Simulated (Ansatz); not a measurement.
**Ag2O under changes of volume**

One of the cells (17.503 Å³/atom); the others are scaled copies at fixed shape and fractional positions:

```
Ag O
1.0
     4.71800    0.00000    0.00000
     0.00000    4.71800    0.00000
     0.00000    0.00000    4.71800
Ag O
4 2
Cartesian
  3.5385 1.1795 3.5385
  3.5385 3.5385 1.1795
  1.1795 3.5385 3.5385
  1.1795 1.1795 1.1795
  2.3590 2.3590 2.3590
  0.0000 0.0000 0.0000
```

```yaml
Program: Ansatz 0.2.0
Functional: PBE
Potentials_or_basis: Ansatz PAW
Cutoff: "420 eV (not typed: the program's choice for these potentials)"
k_mesh: 6 × 6 × 6
Occupations: fermi-dirac, width 0.05 eV
Spin: no spin polarisation
```

```tsv
volume (Å³/atom)	energy over the lowest point (meV/atom)	pressure (GPa)
16.453	?	?
16.803	45.46	9.1
17.153	28.07	6.9
17.503	15.28	4.9
17.853	6.61	3.1
18.204	1.70	1.5
18.554	0.00	0.1
```

Q: What does the run at 16.453 Å³/atom give?

A: Energy over the lowest point 68.08 meV/atom; pressure 11.7 GPa.

Worked out: A Birch-Murnaghan fit of order 3 (a polynomial in V^(-2/3)) to the other rows has its minimum at 18.57 Å³/atom, just outside them, with B0 = V·E''(V) = 71 GPa and B' = 5.0. It gives 68.07 meV/atom at 16.453 Å³/atom, against the run's 68.08, and -dE/dV = 11.6 GPa, against 11.7.

Energies are extrapolated to zero smearing.
